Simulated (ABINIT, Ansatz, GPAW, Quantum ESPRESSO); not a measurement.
# Au: 5 runs at one level of theory

```
Au
1.0
     1.41131   -2.55593    0.00000
     1.41131    2.55593    0.00000
     0.00000    0.00000    4.89317
Au
2
Direct
  0.33467 0.66533 0.25000
  0.66533 0.33467 0.75000
```

This isn't the form of Au at room conditions, which is fcc.

Alike in all runs: task single point; functional PBEsol; k mesh 11 × 11 × 6; occupations fermi-dirac, width 0.05 eV; no spin polarisation; no spin-orbit coupling. Pressure is positive in compression and, in plane waves, holds the error of the finite cutoff, which Ansatz's Pulay term estimates and takes out.

```csv
program and potentials,plane-wave cutoff (eV),notes,pressure (GPa)
"Ansatz, Ansatz PAW",420,"potentials made for PBE, which Ansatz adapts in part; 19 valence electrons an atom on average; Pulay term of +0.04 GPa included",-5.24
"ABINIT, PseudoDojo NC SR PBEsol v0.4.1 standard",1034,19 valence electrons an atom on average,-5.62
"Ansatz, all-electron LAPW, scalar-relativistic",-,-,-5.26
"GPAW, PAW data sets generated for this functional",600,11 valence electrons an atom on average; this data set often lies off other programs,-2.83
"Quantum ESPRESSO, GBRV 1.5 PBEsol",612,11 valence electrons an atom on average,?
```

Q: Estimate from the other rows what the run with Quantum ESPRESSO, GBRV 1.5 PBEsol gave.

A: Pressure -5.68 GPa. The other rows, which needn't bracket it: pressure -5.62 to -2.83.
